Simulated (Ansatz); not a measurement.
Phases of Co at 330 GPa

Structure types of Co are relaxed in primitive cells with their symmetry kept at 330 GPa, first on PAW files, then by LAPW. The enthalpy is E + pV at zero temperature, without zero-point motion. Only the types listed were tried, and differences under about 5 meV/atom are mesh noise. Not among the end structures: fcc, bcc, which may lie lower.

Computed with Ansatz 0.2.0; functional PBE, scalar-relativistic. Settings: Fermi–Dirac smearing of 0.08 eV, spin-polarised from start moments Co1 1.7, Co2 1.7 μB. Methods: LAPW: all electrons, basis error target 0.5 meV/atom; PAW: frozen-core files, cutoff 420 eV.

k meshes: hcp 21×21×11, diamond 16×16×16, sc 20×20×20, simple hexagonal 22×22×20.

The start moments died away, and the runs ended non-magnetic.

Task: Order the types by LAPW enthalpy, lowest first.
A. simple hexagonal
B. diamond
C. sc
D. hcp

Result: D (0 meV/atom), A (1323 meV/atom), C (2256 meV/atom), B (5656 meV/atom).

```csv
start type,ends as,"a, b, c (Å)",V (Å³/atom),"H − H(lowest), LAPW (meV/atom)","same, PAW",moment (μB/atom)
hcp,"hcp, P6_3/mmc","2.107, 2.107, 3.414",6.56,0.0,0.0,0.00
diamond,"diamond, Fd-3m","4.007, 4.007, 4.007",8.04,5655.8,5661.5,0.00
sc,"sc, Pm-3m","1.911, 1.911, 1.911",6.98,2255.8,2258.6,0.00
simple hexagonal,"simple hexagonal, P6/mmm","2.029, 2.029, 1.907",6.80,1322.5,1323.5,0.00
```

Task: Split the lead of hcp over simple hexagonal into energy and pV.

Result: For simple hexagonal less hcp: ΔE = +835.9 meV/atom, and p·ΔV = 330 GPa × +0.2363 Å³ × 6.242 meV/(GPa·Å³) = +486.6 meV/atom, together 1322.5 meV/atom. hcp wins on both counts.
